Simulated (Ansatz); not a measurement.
## Axial (c/a) deformation path in Sn

These are results of Ansatz, DFT PBEsol+D3(BJ), scalar-relativistic, plane waves, PAW, not measurements. Cutoff 420 eV, Γ-centred 22×22×22 k-points, Gaussian smearing of 0.15 eV. No spin polarisation. Energies are free energies at this smearing, counted from the undisturbed cell; pressure is positive in compression.

Reference structure (as given, not relaxed at this level; it stands at -5.8 GPa; this form isn't the usual structure):

```xyz
1
Lattice="-1.7265 1.7755 2.3383 1.7265 -1.7755 2.3383 1.7265 1.7755 -2.3383" Properties=species:S:1:pos:R:3 pbc="T T T"
Sn    0.0000    0.0000    0.0000
```

At fixed volume and fractional coordinates, lengths along (0.000, 0.000, 1.000) are scaled against those across it; ρ is that ratio over its starting value. The cell is metallic on the mesh throughout.

| ρ | ΔE (meV/atom) | pressure (GPa) |
| --- | --- | --- |
| 0.800 | ? | ? |
| 0.850 | 5.5 | -6.1 |
| 0.920 | 1.6 | -5.9 |
| 0.960 | 0.5 | -5.9 |
| 1.000 | 0.0 | -5.8 |
| 1.050 | 0.2 | -5.7 |
| 1.100 | 0.7 | -5.7 |
| 1.200 | 5.6 | -5.7 |
| 1.300 | ? | ? |

**Question.** Give the withheld values.

**Answer.** ΔE (meV/atom) at ρ = 0.800: 10.0; pressure (GPa) at ρ = 0.800: -6.2; ΔE (meV/atom) at ρ = 1.300: 17.8; pressure (GPa) at ρ = 1.300: -5.5.

Cost: 9 runs of about 7.7 core-minutes in all, on Intel Xeon Processor @ 2.50GHz (Skylake/Cascade Lake) (shared hosts).